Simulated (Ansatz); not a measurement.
Crystal: Sb.

```
CELL_PARAMETERS angstrom
3.16000 0.00000 0.00000
0.00000 3.16000 0.00000
0.00000 0.00000 3.16000
ATOMIC_POSITIONS crystal
Sb 0.00000 0.00000 0.00000
```

This isn't the form of Sb at room conditions, which is rhombohedral.

Program: Ansatz 0.2.0. Alike in all runs: cell as given. Hardware: 1 thread of INTEL(R) XEON(R) PLATINUM 8581C CPU @ 2.10GHz (Emerald Rapids) (shared host).

Question: Order these runs on this cell by their wall time, lowest first.
A. task projected density of states; level PBE0+D3(BJ)-ATM; potentials or basis Ansatz PAW earlier set; spin collinear, ferromagnetic start; k mesh 5 × 5 × 5; cutoff (eV) 430; smearing gaussian 0.02 eV; mesh quality coarse
B. task single point; level rPW86-PBE+rVV10; potentials or basis Ansatz PAW; spin SOC, no magnetisation; k mesh 8 × 8 × 8; cutoff (eV) 420; smearing fermi-dirac 0.1 eV; other keys scf.mixing.preconditioner = local_kerker; …; mesh quality not flagged
C. task density of states; level B3LYP5+D4; potentials or basis SPMS NC; spin off; k mesh 5 × 5 × 5; cutoff (eV) 653; smearing gaussian 0.15 eV; mesh quality coarse

Answer: B (2.9 s), C (6 s), A (56 s).

Caveats: some runs use coarse meshes.

Runs at the PBE level aren't shown here.
